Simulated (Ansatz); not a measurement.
# EuO: the cost of one run

Method: DFT PBE+U (U_eff = 6 eV on Eu f), plane waves, PAW, no spin–orbit coupling unless a run says so, in Ansatz 0.2.0.

## Step 1: Starting point

The structure is cubic, space group Fm-3m (No. 225). Conventional cell: a = 5.144 Å, b = 5.144 Å, c = 5.144 Å, α = 90.00°, β = 90.00°, γ = 90.00°. Eu (site symmetry m-3m) is surrounded by 6 O at 2.57 Å. O (site symmetry m-3m) is surrounded by 6 Eu at 2.57 Å.

Structure file:

```xyz
2
Lattice="0.0000 2.5720 2.5720 2.5720 0.0000 2.5720 2.5720 2.5720 0.0000" Properties=species:S:1:pos:R:3 pbc="T T T"
Eu    2.5720    2.5720    2.5720
O     0.0000    0.0000    0.0000
```

Magnetic order typed: ferromagnetic.

## Step 2: From atoms, symmetry kept, no search

File input.yaml:

```yaml
crystal:
  lattice:
    - [0.0, 2.57195197, 2.57195197]
    - [2.57195197, 0.0, 2.57195197]
    - [2.57195197, 2.57195197, 0.0]
  atoms:
    - { symbol: Eu, position: [0.5, 0.5, 0.5], spin: 7.0 }
    - { symbol: O, position: [0.0, 0.0, 0.0] }
basis:
  ecutwfc: 420
  ecutrho_ratio: 4
kpoints:
  mp_grid: { grid: [6, 6, 6] }
hamiltonian:
  xc: pbe
  hubbard: { sites: [{ site: 0, l: f, u_eff: 6.0 }] }
scf:
  occupations: { method: gaussian, width: 0.05 }
  lower_state_search: "off"
  max_iter: 150
output:
  forces: true
  stress: true
  eigenvalues: true
  populations: true
  hubbard: { sites: [{ site: 0, l: f }] }
magnetization:
  spin_polarized: true
```

The run is started by

```bash
$ ansatz run input.yaml --threads 2 --pin off --max-ram 3072MiB --backend cpu --events-out ev --progress --plain --runs-dir out
```

What time and memory should one allow on 2 threads of Arm Neoverse V1, shared host?

About 2 s, with a peak of 0.31 GiB.
